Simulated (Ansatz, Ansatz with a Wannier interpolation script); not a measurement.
Rows from a G0W0 calculation on TiO2 (Anatase) (Ansatz 0.2.0; G0W0 on PBE, plane waves, PAW; 6×6×6 mesh, 284 empty bands, screening to 150 eV), in eV. Spin-orbit coupling is left out.

```csv
row,k,band,start,Σx,Σc at the solution,Vxc
A,Γ,c1,9.457,-13.075,-6.581,-20.792
B,"(0.000, 0.000, -0.500)",v1,7.290,-25.809,4.553,-20.938
C,Γ,v1,6.860,-25.321,4.640,-20.324
D,Γ,c3,11.338,-14.315,-7.333,-22.799
E,"(0.000, 0.000, -0.500)",c1,10.694,-13.884,-7.573,-22.715
F,Γ,c2,10.198,-13.456,-7.443,-22.140
```

Work out each quasiparticle level and how far it moved.

The quasiparticle equation reads E = start + Σx + Σc(E) − Vxc.

| row | E (eV) | shift (eV) |
| --- | --- | --- |
| A | 10.592 | +1.135 |
| B | 6.972 | −0.318 |
| C | 6.504 | −0.356 |
| D | 12.489 | +1.151 |
| E | 11.952 | +1.258 |
| F | 11.438 | +1.241 |

Limits: not at the basis limit.

[Paths, hosts, dates, memory and timing lines, banners, echoed tables and standing remarks are left out of the program output.]

[Logs are printed without paths, hosts, clocks, repeated set-up lines and the standing remarks that a program may print on its own settings, such as how far it seeks lower states.]

[Runs of the session that timed out or met a known fault of the program may be left out.]

[Hosts, paths, dates, database ids (printed as entryN), source tags and the programs' standing remarks are cut or masked in the printed files.]
